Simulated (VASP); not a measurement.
# Ca (Fm-3m) in VASP: equation of state

Aim: energy against volume of Ca in PBE, for its equilibrium volume and stiffness.

Everything below comes from runs of VASP 6.6.1. Logs are shortened: lines on timing, memory, paths and dates and some standing lists are left out, and cuts for length are marked.

## (1) The structure

It takes space group Fm-3m (No. 225, cubic). Conventional cell: a = 5.588 Å, b = 5.588 Å, c = 5.588 Å, α = 90.00°, β = 90.00°, γ = 90.00°. Ca (site symmetry m-3m) has 12 Ca at 3.95 Å as nearest neighbours.

## (2) Equation of state, PBE, 41.01 Å³/atom (volume scaled by 0.94)

File INCAR:

```
SYSTEM = Ca
PREC = Accurate
ENCUT = 520
EDIFF = 1E-7
ISMEAR = -1
SIGMA = 0.05
LREAL = .FALSE.
LASPH = .TRUE.
NELM = 80
ALGO = Normal
ISIF = 2
LWAVE = .FALSE.
LCHARG = .FALSE.
GGA = PE
NBANDS = 11
```

File KPOINTS:

```
regular mesh
0
G
  8 8 8
  0 0 0
```

File POSCAR:

```
Ca
1.0
    0.0000000000      2.7371595050      2.7371595050
    2.7371595050      0.0000000000      2.7371595050
    2.7371595050      2.7371595050      0.0000000000
Ca
1
Direct
    0.0000000000      0.0000000000      0.0000000000
```

Potentials or basis: VASP PAW PBE potentials, release 64 (Ca_sv).

The run is started by

```bash
> cat potpaw_PBE.64/Ca_sv/POTCAR > POTCAR
> mpirun -np 1 vasp_std > vasp.out
```

OUTCAR:

```text
SYSTEM = Ca
   PREC = Accurate
   ENCUT = 520
   EDIFF = 1E-7
   ISMEAR = -1
   LREAL = .FALSE.
   LASPH = .TRUE.
   NELM = 80
   ISIF = 2
   GGA = PE

 ion  position               nearest neighbor table
   1  0.000  0.000  0.000-

  LATTYP: Found a face centered cubic cell.
 ALAT       =     5.4743190100

  Lattice vectors:

 A1 = (   0.0000000000,   2.7371595050,   2.7371595050)
 A2 = (   2.7371595050,   0.0000000000,   2.7371595050)
 A3 = (   2.7371595050,   2.7371595050,   0.0000000000)

Analysis of symmetry for initial positions (statically):
=====================================================================
 Subroutine PRICEL returns:
 Original cell was already a primitive cell.

 Routine SETGRP: Setting up the symmetry group for a
 face centered cubic supercell.

 Subroutine GETGRP returns: Found 48 space group operations
 (whereof 48 operations were pure point group operations)
 out of a pool of 48 trial point group operations.

The static configuration has the point symmetry O_h .

Analysis of symmetry for dynamics (positions and initial velocities):
=====================================================================
 Subroutine PRICEL returns:
 Original cell was already a primitive cell.

 Routine SETGRP: Setting up the symmetry group for a
 face centered cubic supercell.

 Subroutine GETGRP returns: Found 48 space group operations
 (whereof 48 operations were pure point group operations)
 out of a pool of 48 trial point group operations.

The dynamic configuration has the point symmetry O_h .

 Subroutine INISYM returns: Found 48 space group operations
 (whereof 48 operations are pure point group operations),
 and found     1 'primitive' translations

----------------------------------------------------------------------------------------

                                     Primitive cell

  volume of cell :      41.0138

  direct lattice vectors                    reciprocal lattice vectors
     0.000000000  2.737159505  2.737159505    -0.182671123  0.182671123  0.182671123
     2.737159505  0.000000000  2.737159505     0.182671123 -0.182671123  0.182671123
     2.737159505  2.737159505  0.000000000     0.182671123  0.182671123 -0.182671123

  length of vectors
     3.870928094  3.870928094  3.870928094     0.316395666  0.316395666  0.316395666

  position of ions in fractional coordinates (direct lattice)
     0.000000000  0.000000000  0.000000000

  ion indices of the primitive-cell ions
   primitive index   ion index
                 1           1

----------------------------------------------------------------------------------------

 KPOINTS: regular mesh

Automatic generation of k-mesh.
 Grid dimensions read from file:
 generate k-points for:    8    8    8

 Generating k-lattice:

  Cartesian coordinates                     Fractional coordinates (reciprocal lattice)
    -0.022833890  0.022833890  0.022833890     0.125000000  0.000000000  0.000000000
     0.022833890 -0.022833890  0.022833890     0.000000000  0.125000000  0.000000000
     0.022833890  0.022833890 -0.022833890     0.000000000  0.000000000  0.125000000

  Length of vectors
     0.039549458  0.039549458  0.039549458

  Shift w.r.t. Gamma in fractional coordinates (k-lattice)
     0.000000000  0.000000000  0.000000000

 Subroutine IBZKPT returns following result:
 ===========================================

 Found     29 irreducible k-points:

 Following reciprocal coordinates:
            Coordinates               Weight
  0.000000  0.000000  0.000000      1.000000
  0.125000  0.000000  0.000000      8.000000
  0.250000  0.000000  0.000000      8.000000
  0.375000  0.000000  0.000000      8.000000
  0.500000  0.000000  0.000000      4.000000
  0.125000  0.125000  0.000000      6.000000
[... 21 lines left out ...]
 -0.375000  0.500000  0.125000     12.000000
 -0.250000  0.500000  0.250000      6.000000
   k-points           NKPTS =     29   k-points in BZ     NKDIM =     29   number of bands    NBANDS=     11
   number of dos      NEDOS =    301   number of ions     NIONS =      1
   total plane-waves  NPLWV =  27000
   dimension x,y,z NGX =    30 NGY =   30 NGZ =   30
   dimension x,y,z NGXF=    60 NGYF=   60 NGZF=   60
   ions per type =               1
   NGX,Y,Z   is equivalent  to a cutoff of  12.88, 12.88, 12.88 a.u.
   NGXF,Y,Z  is equivalent  to a cutoff of  25.77, 25.77, 25.77 a.u.
 SYSTEM =  Ca
   PREC   = accura    normal or accurate (medium, high low for compatibility)
   ISTART =      0    job   : 0-new  1-cont  2-samecut
   ICHARG =      2    charge: 1-file 2-atom 10-const
   ISPIN  =      1    spin polarized calculation?
   LNONCOLLINEAR =      F non collinear calculations
   LSORBIT =      F    spin-orbit coupling
   LASPH  =      T    aspherical Exc in radial PAW
   ENCUT  =  520.0 eV  38.22 Ry    6.18 a.u.   7.20  7.20  7.20*2*pi/ulx,y,z
   NELM   =     80;   NELMIN=  2; NELMDL= -5     # of ELM steps
   EDIFF  = 0.1E-06   stopping-criterion for ELM
   LREAL  =      F    real-space projection
   EDIFFG = 0.1E-05   stopping-criterion for IOM
   NSW    =      0    number of steps for IOM
   IBRION =     -1    ionic relax: 0-MD 1-quasi-New 2-CG
   NFREE  =      0    steps in history (QN), initial steepest desc. (CG)
   ISIF   =      2    stress and relaxation
   ISYM   =      2    0-nonsym 1-usesym 2-fastsym
   POTIM  = 0.5000    time-step for ionic-motion
   TEBEG  =    0.0;   TEEND  =   0.0 temperature during run
   PSTRESS=    0.0 pullay stress
   NELECT =      10.0000    total number of electrons
   NUPDOWN=      -1.0000    fix difference up-down
   EMIN   =  10.00;   EMAX   =-10.00  energy-range for DOS
   EFERMI =   0.00;   METHOD = LEGACY
   ISMEAR =    -1;   SIGMA  =   0.05  broadening in eV -4-tet -1-fermi 0-gaus
   EFERMI_NEDOS =   21; number of points for ismear=-14 and -15
   IALGO  =     38    algorithm
   IMIX   =      4    mixing-type and parameters
     AMIX     =   0.40;   BMIX     =  1.00
     AMIX_MAG =   1.60;   BMIX_MAG =  1.00
  volume/ion in A,a.u.               =      41.01       276.77
  Fermi-wavevector in a.u.,A,eV,Ry     =   1.022739  1.932696 14.231621  1.045995
  Thomas-Fermi vector in A             =   2.156434
   LORBIT       =      0    0 simple, 1 ext, 2 COOP (PROOUT), +10 PAW based schemes
   GGA     = PE    functional components
   LHFCALC =     F    Hartree Fock is set to
   AEXX    =    0.0000 exact exchange contribution
   IVDW    =     0    specifies the selected vdW correction
   LEPSILON=     F    determine dielectric tensor
   LRPA    =     F    only Hartree local field effects (RPA)
 non-spin polarized calculation
  energy-cutoff  :      520.00
  volume of cell :       41.01
 maximum number of plane-waves:      1124
 NGX is ok and might be reduce to    30
   NGX = 15   NGY = 15   NGZ = 15

 number of electron      10.0000002 magnetization

 Free energy of the ion-electron system (eV)
  ---------------------------------------------------
  ext. energy  EPLUGINS =         0.00000000
  ---------------------------------------------------
  free energy    TOTEN  =        -1.93301127 eV

  energy without entropy =       -1.92159216  energy(sigma->0) =       -1.92730172

 E-fermi :   2.0337     XC(G=0):  -7.8235

 val. band max:        2.0039224088   @ k =  -0.3750   0.2500   0.1250
 cond. band min:       2.0867997366   @ k =  -0.3750   0.3750   0.0000
 fundamental gap:      0.0828773278
 Fermi energy:         2.0336920170

 k-point     1 :       0.0000    0.0000    0.0000
  band No.  band energies     occupation
      1     -39.8701      2.00000
      2     -20.7836      2.00000
      3     -20.7836      2.00000
      4     -20.7836      2.00000
      5      -2.0020      2.00000
      6       4.4536      0.00000
      7       4.4536      0.00000
      8       4.4536      0.00000
      9       5.5611      0.00000
     10       5.5611      0.00000
     11      11.3169      0.00000

 k-point     2 :       0.1250    0.0000    0.0000
  band No.  band energies     occupation
      1     -39.8678      2.00000
      2     -20.8065      2.00000
      3     -20.7868      2.00000
      4     -20.7868      2.00000
      5      -1.7301      2.00000
      6       4.1694      0.00000
      7       4.5472      0.00000
      8       4.5472      0.00000
      9       5.4857      0.00000
     10       5.4857      0.00000
     11      11.4924      0.00000

 k-point     3 :       0.2500    0.0000    0.0000
  band No.  band energies     occupation
      1     -39.8623      2.00000
      2     -20.8612      2.00000
      3     -20.7942      2.00000
      4     -20.7942      2.00000
      5      -0.9594      2.00000
      6       3.5107      0.00000
      7       4.5918      0.00000
      8       4.5918      0.00000
      9       5.5708      0.00000
     10       5.5708      0.00000
     11       9.6584      0.00000

 k-point     4 :       0.3750    0.0000    0.0000
  band No.  band energies     occupation
      1     -39.8568      2.00000
      2     -20.9151      2.00000
      3     -20.8017      2.00000
      4     -20.8017      2.00000
      5       0.1588      2.00000
      6       2.6822      0.00000
      7       4.4232      0.00000
      8       4.4232      0.00000
      9       6.0118      0.00000
     10       6.0118      0.00000
     11       8.0762      0.00000

 k-point     5 :       0.5000    0.0000    0.0000
  band No.  band energies     occupation
      1     -39.8546      2.00000
      2     -20.9372      2.00000
      3     -20.8048      2.00000
      4     -20.8048      2.00000
      5       1.0779      2.00000
      6       1.9350      1.75605
      7       4.3333      0.00000
      8       4.3333      0.00000
      9       6.2719      0.00000
     10       6.2719      0.00000
     11       7.4508      0.00000
[... 281 lines left out ...]
 k-point    26 :      -0.3750    0.3750    0.1250
  band No.  band energies     occupation
      1     -39.8502      2.00000
      2     -20.9019      2.00000
      3     -20.8663      2.00000
      4     -20.8318      2.00000
      5       1.9484      1.69246
      6       2.5125      0.00014
      7       3.0790      0.00000
      8       5.0572      0.00000
      9       6.1909      0.00000
     10       6.9940      0.00000
     11       7.1568      0.00000

 k-point    27 :      -0.2500    0.3750    0.1250
  band No.  band energies     occupation
      1     -39.8509      2.00000
      2     -20.8937      2.00000
      3     -20.8736      2.00000
      4     -20.8239      2.00000
      5       1.6947      1.99773
      6       2.8611      0.00000
      7       2.8893      0.00000
      8       4.9674      0.00000
      9       5.9766      0.00000
     10       6.6470      0.00000
     11       8.1561      0.00000

 k-point    28 :      -0.3750    0.5000    0.1250
  band No.  band energies     occupation
      1     -39.8494      2.00000
      2     -20.9154      2.00000
      3     -20.8527      2.00000
      4     -20.8404      2.00000
      5       1.8687      1.92885
      6       2.6680      0.00001
      7       2.9803      0.00000
      8       5.5174      0.00000
      9       6.4623      0.00000
     10       6.7652      0.00000
     11       7.6212      0.00000

 k-point    29 :      -0.2500    0.5000    0.2500
  band No.  band energies     occupation
      1     -39.8494      2.00000
      2     -20.8841      2.00000
      3     -20.8841      2.00000
      4     -20.8411      2.00000
      5       2.2564      0.02299
      6       2.7847      0.00000
      7       2.7847      0.00000
      8       4.7077      0.00000
      9       6.4634      0.00000
     10       7.4376      0.00000
     11       7.4398      0.00000

------------------------ aborting loop because EDIFF is reached ----------------------------------------

  FORCE on cell =-STRESS in cart. coord.  units (eV):
  Direction    XX          YY          ZZ          XY          YZ          ZX
  --------------------------------------------------------------------------------------
  -------------------------------------------------------------------------------------
  Total        0.1310618      0.1310618      0.1310618     -0.0000000     -0.0000000      0.0000000
  in kB        5.1198414      5.1198414      5.1198414     -0.0000000     -0.0000000      0.0000000
  external PRESSURE =       5.1198414 kB  Pullay stress =       0.0000000 kB

 VOLUME and BASIS-vectors are now :
 -----------------------------------------------------------------------------
  energy-cutoff  :      520.00
  volume of cell :       41.01
      direct lattice vectors                 reciprocal lattice vectors
     0.000000000  2.737159505  2.737159505    -0.182671123  0.182671123  0.182671123
     2.737159505  0.000000000  2.737159505     0.182671123 -0.182671123  0.182671123
     2.737159505  2.737159505  0.000000000     0.182671123  0.182671123 -0.182671123

 POSITION                                       TOTAL-FORCE (eV/Angst)
 -----------------------------------------------------------------------------------
      0.00000      0.00000      0.00000         0.000000     -0.000000      0.000000
 -----------------------------------------------------------------------------------
    total drift:                               -0.000000     -0.000000      0.000000

  FREE ENERGIE OF THE ION-ELECTRON SYSTEM (eV)
  ---------------------------------------------------
  free  energy   TOTEN  =        -1.9330112690 eV

  energy  without entropy=       -1.9215921611  energy(sigma->0) =       -1.92730172
```

It took 15 s on 1 thread of Intel Xeon Platinum 8488C (Sapphire Rapids), shared host; peak memory 0.16 GiB.

Results:

```
Free energy            : -1.9330 eV
Pressure               : 0.5 GPa
Band gap on the k mesh : none (metal or under the smearing width)
```

## (3) Equation of state, PBE, 41.89 Å³/atom (volume scaled by 0.96)

File INCAR:

```
ALGO = Normal ; EDIFF = 1E-7
ENCUT = 520 ; GGA = PE
ISIF = 2 ; ISMEAR = -1
LASPH = T ; LCHARG = F
LREAL = F ; LWAVE = F
NBANDS = 11 ; NELM = 80
PREC = Accurate ; SIGMA = 0.05
```

File KPOINTS:

```
k-points
0
Gamma
  8 8 8
```

File POSCAR:

```
Ca
1.0
    0.0000000000      2.7564359112      2.7564359112
    2.7564359112      0.0000000000      2.7564359112
    2.7564359112      2.7564359112      0.0000000000
Ca
1
Direct
    0.0000000000      0.0000000000      0.0000000000
```

Potentials or basis: VASP PAW PBE potentials, release 64 (Ca_sv).

The run is started by

```bash
> cat potpaw_PBE.64/Ca_sv/POTCAR > POTCAR
> mpirun -np 1 vasp_std > vasp.out
```

Run time: 14 s. Hardware: 1 thread of Intel Xeon Platinum 8488C (Sapphire Rapids), shared host; peak memory 0.16 GiB.

It converged, with:

* Free energy: -1.9349 eV
* Pressure: 0.1 GPa
* Band gap on the k mesh: none (metal or under the smearing width)

## (4) Equation of state, PBE, 42.76 Å³/atom (volume scaled by 0.98)

File INCAR:

```
SYSTEM = Ca
ALGO = Normal ; EDIFF = 1E-7
ENCUT = 520 ; GGA = PE
ISIF = 2 ; ISMEAR = -1
LASPH = .TRUE. ; LCHARG = .FALSE.
LREAL = .FALSE. ; LWAVE = .FALSE.
NBANDS = 11 ; NELM = 100
PREC = Accurate ; SIGMA = 0.05
```

File KPOINTS:

```
k-points
0
G
  8 8 8
  0 0 0
```

File POSCAR:

```
Ca
1.0
    0.0000000000      2.7754464148      2.7754464148
    2.7754464148      0.0000000000      2.7754464148
    2.7754464148      2.7754464148      0.0000000000
Ca
1
Direct
    0.0000000000      0.0000000000      0.0000000000
```

The run is started by

```bash
> cat potpaw_PBE.64/Ca_sv/POTCAR > POTCAR
> mpirun -np 1 vasp_std > vasp.out
```

Wall time 11 s (1 thread of Intel Xeon Platinum 8488C (Sapphire Rapids), shared host); peak memory 0.16 GiB.

Results (log left out):

- Free energy: -1.9347 eV
- Pressure: -0.2 GPa
- Band gap on the k mesh: none (metal or under the smearing width)

## (5) Equation of state, PBE, 44.50 Å³/atom (volume scaled by 1.02)

File INCAR:

```
  PREC = Accurate
  ENCUT = 520
  EDIFF = 1E-7
  ISMEAR = -1
  SIGMA = 0.05
  LREAL = F
  LASPH = T
  NELM = 60
  ALGO = Normal
  ISIF = 2
  LWAVE = F
  LCHARG = F
  GGA = PE
  NBANDS = 11
```

File KPOINTS:

```
Automatic mesh
0
Gamma
  8 8 8
```

File POSCAR:

```
Ca
1.0
    0.0000000000      2.8127051751      2.8127051751
    2.8127051751      0.0000000000      2.8127051751
    2.8127051751      2.8127051751      0.0000000000
Ca
1
Direct
    0.0000000000      0.0000000000      0.0000000000
```

The run is started by

```bash
> cat potpaw_PBE.64/Ca_sv/POTCAR > POTCAR
> mpirun -np 1 vasp_std > vasp.out
```

It took 16 s on 1 thread of Intel Xeon Platinum 8488C (Sapphire Rapids), shared host; peak memory 0.16 GiB.

The run converged. Its results:

| Quantity | Value |
| --- | --- |
| Free energy | -1.9291 eV |
| Pressure | -0.8 GPa |
| Band gap on the k mesh | none (metal or under the smearing width) |

## (6) Equation of state, PBE, 45.38 Å³/atom (volume scaled by 1.04)

File INCAR:

```
ALGO = Normal
EDIFF = 1E-7
ENCUT = 520
GGA = PE
ISIF = 2
ISMEAR = -1
LASPH = True
LCHARG = False
LREAL = False
LWAVE = False
NBANDS = 11
NELM = 80
PREC = Accurate
SIGMA = 0.05
```

File KPOINTS:

```
k-points
0
Gamma
  8 8 8
```

File POSCAR:

```
Ca
1.0
    0.0000000000      2.8309700062      2.8309700062
    2.8309700062      0.0000000000      2.8309700062
    2.8309700062      2.8309700062      0.0000000000
Ca
1
Direct
    0.0000000000      0.0000000000      0.0000000000
```

Potentials or basis: VASP PAW PBE potentials, release 64 (Ca_sv).

The run is started by

```bash
> cat potpaw_PBE.64/Ca_sv/POTCAR > POTCAR
> mpirun -np 1 vasp_std > vasp.out
```

Run time: 12 s. Hardware: 1 thread of Intel Xeon Platinum 8488C (Sapphire Rapids), shared host; peak memory 0.16 GiB.

Results (log left out):

* Free energy: -1.9239 eV
* Pressure: -1.1 GPa
* Band gap on the k mesh: none (metal or under the smearing width)

## (7) Equation of state, PBE, 46.25 Å³/atom (volume scaled by 1.06)

File INCAR:

```
SYSTEM = Ca
  PREC = Accurate
  ENCUT = 520
  EDIFF = 1E-7
  ISMEAR = -1
  SIGMA = 0.05
  LREAL = .False.
  LASPH = .True.
  NELM = 60
  ALGO = Normal
  ISIF = 2
  LWAVE = .False.
  LCHARG = .False.
  GGA = PE
  NBANDS = 11
```

File KPOINTS:

```
regular mesh
0
Gamma
  8 8 8
  0 0 0
```

File POSCAR:

```
Ca
1.0
    0.0000000000      2.8490021484      2.8490021484
    2.8490021484      0.0000000000      2.8490021484
    2.8490021484      2.8490021484      0.0000000000
Ca
1
Direct
    0.0000000000      0.0000000000      0.0000000000
```

The run is started by

```bash
> cat potpaw_PBE.64/Ca_sv/POTCAR > POTCAR
> mpirun -np 1 vasp_std > vasp.out
```

Run time: 12 s. Hardware: 1 thread of Intel Xeon Platinum 8488C (Sapphire Rapids), shared host; peak memory 0.16 GiB.

It converged, with:

* Free energy: -1.9173 eV
* Pressure: -1.4 GPa
* Band gap on the k mesh: none (metal or under the smearing width)

## (8) Equation of state, PBE

No new run: the results of the series are fitted here.

What came out:

| Property | Result |
| --- | --- |
| Equilibrium volume | 42.26 Å³/atom |
| Bulk modulus | 17.2 GPa |
| Pressure derivative of the bulk modulus | 3.3 |

Energy against volume, from the lowest point:
```csv
volume (Å³/atom),energy (meV/atom)
41.014,1.87
41.886,0.00
42.759,0.14
43.632,2.12
44.504,5.78
45.377,10.97
46.250,17.58
```
